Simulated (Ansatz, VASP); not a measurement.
In3Se: VASP beside Ansatz

```
In Se
1.0
     4.79044    0.00000    0.00000
     0.00000    4.79044    0.00000
     0.00000    0.00000    4.79044
In Se
3 1
Direct
  0.00000 0.50000 0.50000
  0.50000 0.00000 0.50000
  0.50000 0.50000 0.00000
  0.00000 0.00000 0.00000
```

Alike in both runs: functional PBE; k mesh 10 × 10 × 10; occupations gaussian, width 0.1 eV; no spin polarisation.

Ansatz relaxed the structure, and its values are those at the end. VASP's run is a single point on that final structure, the one shown.

|  | VASP | Ansatz |
| --- | --- | --- |
| version | VASP 6.6.1 | Ansatz 0.2.0 |
| potentials or method | VASP PAW PBE potentials, release 64 (In_d, Se) | scalar-relativistic, plane waves, PAW |
| plane-wave cutoff (eV) | 520 | 420 |
| valence electrons in the cell | 45 | 55 |

VASP gave:

* gap on the k mesh at the Fermi level (eV): none
* pressure (GPa): -0.1

**Question.** What did Ansatz give for the same quantities?

**Answer.** gap on the k mesh at the Fermi level (eV): none; pressure (GPa): 0.0.

A gap of «none» marks a metal or a gap that the smearing closes. The two sets of potentials don't hold the same shells in valence.
